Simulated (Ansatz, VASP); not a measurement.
## One calculation of B, two programs

```
CELL_PARAMETERS angstrom
3.31568 0.00000 0.00000
-1.65784 2.87146 0.00000
0.00000 0.00000 2.64432
ATOMIC_POSITIONS crystal
B 0.43807 0.47980 0.00000
B 0.52020 0.95828 0.00000
B 0.04172 0.56193 0.00000
```

Alike in both runs: task relaxation of cell and atoms; functional PBE; k mesh 6 × 6 × 6; occupations gaussian, width 0.1 eV; no spin polarisation.

|  | VASP | Ansatz |
| --- | --- | --- |
| version | VASP 6.6.1 | Ansatz 0.2.0 |
| potentials or method | VASP PAW PBE potentials, release 64 (B) | scalar-relativistic, plane waves, PAW |
| plane-wave cutoff (eV) | 600 | 420 |
| valence electrons in the cell | 9 | 9 |

|  | VASP | Ansatz | Ansatz less VASP |
| --- | --- | --- | --- |
| gap on the k mesh at the Fermi level, each at its own relaxed structure (eV) | none | none | - |
| relaxed volume (Å³/atom) | 7.71 | 7.68 | -0.030 |
| relaxed cell length with the largest relative difference (Å) | 2.271 | 2.268 | -0.0036 |
| energy change over the relaxation (meV/atom) | -629 | -625 | +4.1 |

A gap of «none» marks a metal or a gap that the smearing closes.

Caveats: the k mesh is coarse (spacing up to 0.40 Å⁻¹), so the values aren't converged.
